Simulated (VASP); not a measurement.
# Co (P6_3/mmc) in VASP: further runs

The runs below take Co through single point, with LDA.

Everything below comes from runs of VASP 6.6.1. Logs are shortened: lines on timing, memory, paths and dates and some standing lists are left out, and cuts for length are marked.

### 1 The undisturbed crystal

It takes space group P6_3/mmc (No. 194, hexagonal). The conventional cell has a = 2.472 Å, b = 2.472 Å, c = 4.021 Å, α = 90.00°, β = 90.00°, γ = 120.00°. Co (site symmetry -6m2) is surrounded by 12 Co at 2.47 Å.

### 2 Single point, LDA, collinear spin, ferromagnetic start (grid = ENCUT=650 dk=0.35 cell=2x2x1 ISMEAR=1 SIGMA=0.1 LREAL=Auto EDIFF=1e-06)

File INCAR:

```
PREC = Accurate
ENCUT = 650
EDIFF = 1E-6
ISMEAR = 1
SIGMA = 0.1
LREAL = Auto
LASPH = True
NELM = 120
ALGO = Fast
ISIF = 2
LWAVE = False
LCHARG = False
ISPIN = 2
MAGMOM = 2 2 2 2 2 2 2 2
LORBIT = 11
LMAXMIX = 4
NBANDS = 44
```

File KPOINTS:

```
regular mesh
0
Gamma
  5 5 5
```

File POSCAR:

```
Co
1.0
    4.9439998064      0.0000000000      0.0000000000
   -2.4719999032      4.2816294286      0.0000000000
    0.0000000000      0.0000000000      4.0211440800
Co
8
Direct
    0.3333333334      0.1666666666      0.7500000000
    0.3333333334      0.6666666666      0.7500000000
    0.8333333333      0.1666666666      0.7500000000
    0.8333333333      0.6666666666      0.7500000000
    0.1666666666      0.3333333334      0.2500000000
    0.1666666666      0.8333333333      0.2500000000
    0.6666666666      0.3333333334      0.2500000000
    0.6666666666      0.8333333333      0.2500000000
```

Potentials or basis: VASP PAW LDA potentials, release 64 (Co).

Launch:

```sh
$ cat potpaw_LDA.64/Co/POTCAR > POTCAR
$ mpirun -np 1 vasp_std > vasp.out
```

OUTCAR:

```text
PREC = Accurate
   ENCUT = 650
   EDIFF = 1E-6
   ISMEAR = 1
   LREAL = Auto
   LASPH = True
   NELM = 120
   ISIF = 2
   ISPIN = 2
   LORBIT = 11

 Found     15 irreducible k-points:

 Following reciprocal coordinates:
            Coordinates               Weight
  0.000000  0.000000  0.000000      1.000000
  0.200000  0.000000  0.000000      6.000000
  0.400000  0.000000  0.000000      6.000000
  0.200000  0.200000  0.000000      6.000000
  0.400000  0.200000  0.000000      6.000000
  0.000000  0.000000  0.200000      2.000000
   k-points           NKPTS =     15   k-points in BZ     NKDIM =     15   number of bands    NBANDS=     44
   number of dos      NEDOS =    301   number of ions     NIONS =      8
   total plane-waves  NPLWV =  63504
   dimension x,y,z NGX =    42 NGY =   42 NGZ =   36
   dimension x,y,z NGXF=    84 NGYF=   84 NGZF=   72
   ions per type =               8
   NGX,Y,Z   is equivalent  to a cutoff of  14.12, 14.12, 14.88 a.u.
   NGXF,Y,Z  is equivalent  to a cutoff of  28.25, 28.25, 29.77 a.u.
 SYSTEM =  unknown system
   PREC   = accura    normal or accurate (medium, high low for compatibility)
   ISTART =      0    job   : 0-new  1-cont  2-samecut
   ICHARG =      2    charge: 1-file 2-atom 10-const
   ISPIN  =      2    spin polarized calculation?
   LNONCOLLINEAR =      F non collinear calculations
   LSORBIT =      F    spin-orbit coupling
   LASPH  =      T    aspherical Exc in radial PAW
   ENCUT  =  650.0 eV  47.77 Ry    6.91 a.u.  10.28 10.28  8.36*2*pi/ulx,y,z
   NELM   =    120;   NELMIN=  2; NELMDL= -5     # of ELM steps
   EDIFF  = 0.1E-05   stopping-criterion for ELM
   LREAL  =      T    real-space projection
   EDIFFG = 0.1E-04   stopping-criterion for IOM
   NSW    =      0    number of steps for IOM
   IBRION =     -1    ionic relax: 0-MD 1-quasi-New 2-CG
   NFREE  =      0    steps in history (QN), initial steepest desc. (CG)
   ISIF   =      2    stress and relaxation
   ISYM   =      2    0-nonsym 1-usesym 2-fastsym
   POTIM  = 0.5000    time-step for ionic-motion
   TEBEG  =    0.0;   TEEND  =   0.0 temperature during run
   PSTRESS=    0.0 pullay stress
   NELECT =      72.0000    total number of electrons
   NUPDOWN=      -1.0000    fix difference up-down
   EMIN   =  10.00;   EMAX   =-10.00  energy-range for DOS
   EFERMI =   0.00;   METHOD = LEGACY
   ISMEAR =     1;   SIGMA  =   0.10  broadening in eV -4-tet -1-fermi 0-gaus
   EFERMI_NEDOS =   21; number of points for ismear=-14 and -15
   IALGO  =     68    algorithm
   IMIX   =      4    mixing-type and parameters
     AMIX     =   0.40;   BMIX     =  1.00
     AMIX_MAG =   1.60;   BMIX_MAG =  1.00
  volume/ion in A,a.u.               =      10.64        71.80
  Fermi-wavevector in a.u.,A,eV,Ry     =   1.548246  2.925761 32.614055  2.397065
  Thomas-Fermi vector in A             =   2.653224
   LORBIT       =     11    0 simple, 1 ext, 2 COOP (PROOUT), +10 PAW based schemes
   GGA     = CA    functional components
   LHFCALC =     F    Hartree Fock is set to
   AEXX    =    0.0000 exact exchange contribution
   IVDW    =     0    specifies the selected vdW correction
   LEPSILON=     F    determine dielectric tensor
   LRPA    =     F    only Hartree local field effects (RPA)
 spin polarized calculation
 RMM-DIIS sequential band-by-band and
 Methfessel and Paxton  Order N= 1 SIGMA  =   0.10
  energy-cutoff  :      650.00
  volume of cell :       85.12
 maximum number of plane-waves:      3214
 NGX is ok and might be reduce to    42
   NGX = 21   NGY = 21   NGZ = 17

 number of electron      71.9999977 magnetization      12.3484677

 Free energy of the ion-electron system (eV)
  ---------------------------------------------------
  ext. energy  EPLUGINS =         0.00000000
  ---------------------------------------------------
  free energy    TOTEN  =       -64.65785460 eV

  energy without entropy =      -64.64846072  energy(sigma->0) =      -64.65472330

 E-fermi :  10.1602     XC(G=0): -13.8528

 val. band max:       10.1553209356   @ k =   0.4000   0.2000   0.4000
 cond. band min:      10.1618077393   @ k =   0.2000   0.0000   0.2000
 fundamental gap:      0.0064868037
 Fermi energy:        10.1601728581

 spin component 1

 k-point     1 :       0.0000    0.0000    0.0000
  band No.  band energies     occupation
      1       1.1643      1.00000
      2       5.0312      1.00000
      3       5.4487      1.00000
      4       5.4487      1.00000
      5       5.4487      1.00000
      6       5.4562      1.00000
[... 36 lines left out ...]
     43      11.6671     -0.00000
     44      11.6671     -0.00000

 k-point     2 :       0.2000    0.0000    0.0000
  band No.  band energies     occupation
      1       1.5199      1.00000
      2       5.0713      1.00000
      3       5.2474      1.00000
      4       5.5041      1.00000
      5       5.5041      1.00000
      6       5.6414      1.00000
[... 36 lines left out ...]
     43      11.4751     -0.00000
     44      11.5510     -0.00000

 k-point     3 :       0.4000    0.0000    0.0000
  band No.  band energies     occupation
      1       2.5274      1.00000
      2       3.9378      1.00000
      3       5.7203      1.00000
      4       5.7490      1.00000
      5       5.7490      1.00000
      6       5.8642      1.00000
[... 36 lines left out ...]
     43      11.4502     -0.00000
     44      11.4502     -0.00000

 k-point     4 :       0.2000    0.2000    0.0000
  band No.  band energies     occupation
      1       2.2043      1.00000
      2       4.8101      1.00000
      3       4.8101      1.00000
      4       5.6110      1.00000
      5       5.8806      1.00000
      6       5.8970      1.00000
[... 36 lines left out ...]
     43      10.0348      1.03533
     44      13.0088      0.00000

 k-point     5 :       0.4000    0.2000    0.0000
  band No.  band energies     occupation
      1       3.4433      1.00000
      2       3.4433      1.00000
      3       4.7298      1.00000
      4       5.9353      1.00000
      5       6.0079      1.00000
      6       6.0079      1.00000
[... 36 lines left out ...]
     43      10.0737      1.00479
     44      13.5350      0.00000

 k-point     6 :       0.0000    0.0000    0.2000
  band No.  band energies     occupation
      1       1.5669      1.00000
      2       4.9114      1.00000
      3       5.1291      1.00000
      4       5.1291      1.00000
      5       5.1291      1.00000
      6       5.5132      1.00000
[... 36 lines left out ...]
     43      11.3502     -0.00000
     44      11.3502     -0.00000

 [... further k-points ...]

 spin component 2

 k-point     1 :       0.0000    0.0000    0.0000
  band No.  band energies     occupation
      1       1.3461      1.00000
      2       5.9222      1.00000
      3       6.2938      1.00000
      4       6.2938      1.00000
      5       6.2938      1.00000
      6       6.5307      1.00000
[... 36 lines left out ...]
     43      12.8032      0.00000
     44      12.8032      0.00000

 k-point     2 :       0.2000    0.0000    0.0000
  band No.  band energies     occupation
      1       1.7034      1.00000
      2       5.6529      1.00000
      3       6.1622      1.00000
      4       6.2896      1.00000
      5       6.2896      1.00000
      6       6.7543      1.00000
[... 36 lines left out ...]
     43      12.4614      0.00000
     44      12.6717      0.00000

 k-point     3 :       0.4000    0.0000    0.0000
  band No.  band energies     occupation
      1       2.7239      1.00000
      2       4.2117      1.00000
      3       6.3677      1.00000
      4       6.3677      1.00000
      5       6.7144      1.00000
      6       6.9764      1.00000
[... 36 lines left out ...]
     43      12.7152      0.00000
     44      12.7152      0.00000

 k-point     4 :       0.2000    0.2000    0.0000
  band No.  band energies     occupation
      1       2.3942      1.00000
      2       5.2034      1.00000
      3       5.2034      1.00000
      4       6.5742      1.00000
      5       6.8656      1.00000
      6       7.0111      1.00000
[... 36 lines left out ...]
     43      11.5011     -0.00000
     44      13.8590      0.00000

 k-point     5 :       0.4000    0.2000    0.0000
  band No.  band energies     occupation
      1       3.6671      1.00000
      2       3.6671      1.00000
      3       5.0444      1.00000
      4       7.0714      1.00000
      5       7.0714      1.00000
      6       7.0860      1.00000
[... 36 lines left out ...]
     43      11.5403     -0.00000
     44      14.4938      0.00000

 k-point     6 :       0.0000    0.0000    0.2000
  band No.  band energies     occupation
      1       1.7510      1.00000
      2       5.6395      1.00000
      3       6.0478      1.00000
      4       6.0478      1.00000
      5       6.0478      1.00000
      6       6.5562      1.00000
[... 36 lines left out ...]
     43      12.3523      0.00000
     44      12.3523      0.00000

 [... further k-points ...]

------------------------ aborting loop because EDIFF is reached ----------------------------------------

  FORCE on cell =-STRESS in cart. coord.  units (eV):
  Direction    XX          YY          ZZ          XY          YZ          ZX
  --------------------------------------------------------------------------------------
  -------------------------------------------------------------------------------------
  Total       -7.4329330     -7.4329330     -9.1627182     -0.0000000      0.0000000      0.0000000
  in kB     -139.9051309   -139.9051309   -172.4637221     -0.0000000      0.0000000      0.0000000
  external PRESSURE =    -150.7579946 kB  Pullay stress =       0.0000000 kB

 VOLUME and BASIS-vectors are now :
 -----------------------------------------------------------------------------
  energy-cutoff  :      650.00
  volume of cell :       85.12
      direct lattice vectors                 reciprocal lattice vectors
     4.943999806  0.000000000  0.000000000     0.202265380  0.116777972  0.000000000
    -2.471999903  4.281629429  0.000000000     0.000000000  0.233555943  0.000000000
     0.000000000  0.000000000  4.021144080     0.000000000  0.000000000  0.248685444

 POSITION                                       TOTAL-FORCE (eV/Angst)
 -----------------------------------------------------------------------------------
      1.23600      0.71360      3.01586        -0.000000     -0.000000     -0.000000
      0.00000      2.85442      3.01586        -0.000000     -0.000000     -0.000000
      3.70800      0.71360      3.01586        -0.000000     -0.000000     -0.000000
      2.47200      2.85442      3.01586         0.000000     -0.000000     -0.000000
     -0.00000      1.42721      1.00529        -0.000000      0.000000      0.000000
     -1.23600      3.56802      1.00529         0.000000      0.000000      0.000000
      2.47200      1.42721      1.00529         0.000000      0.000000     -0.000000
      1.23600      3.56802      1.00529        -0.000000      0.000000      0.000000
 -----------------------------------------------------------------------------------
    total drift:                               -0.000000     -0.000000      0.000000

  FREE ENERGIE OF THE ION-ELECTRON SYSTEM (eV)
  ---------------------------------------------------
  free  energy   TOTEN  =       -64.6578545966 eV

  energy  without entropy=      -64.6484607194  energy(sigma->0) =      -64.65472330

 total charge

# of ion       s       p       d       tot
------------------------------------------
    1        0.496   0.533   7.292   8.321
    2        0.496   0.533   7.292   8.321
    3        0.496   0.533   7.292   8.321
    4        0.496   0.533   7.292   8.321
    5        0.496   0.533   7.292   8.321
    6        0.496   0.533   7.292   8.321
    7        0.496   0.533   7.292   8.321
    8        0.496   0.533   7.292   8.321
--------------------------------------------------
tot          3.968   4.265  58.333  66.565

 magnetization (x)

# of ion       s       p       d       tot
------------------------------------------
    1       -0.013  -0.037   1.594   1.544
    2       -0.013  -0.037   1.594   1.544
    3       -0.013  -0.037   1.594   1.544
    4       -0.013  -0.037   1.594   1.544
    5       -0.013  -0.037   1.594   1.544
    6       -0.013  -0.037   1.594   1.544
    7       -0.013  -0.037   1.594   1.544
    8       -0.013  -0.037   1.594   1.544
--------------------------------------------------
tot         -0.101  -0.299  12.754  12.354
```

It took 9.5 min on 1 thread of Intel Xeon Platinum 8488C (Sapphire Rapids), shared host; peak memory 0.29 GiB.

These settings aren't checked as converged: the numbers below hold their error.

Results:

```
Free energy                                           : -64.6579 eV
Pressure                                              : -15.1 GPa
Band gap on the k mesh                                : none (metal or under the smearing width)
Net moment                                            : 12.35 μB per cell
Site moments                                          : Co +1.54 μB
Valence electrons inside the program's atomic spheres : Co 8.32
```

(Part 1 of 2 ends here.)
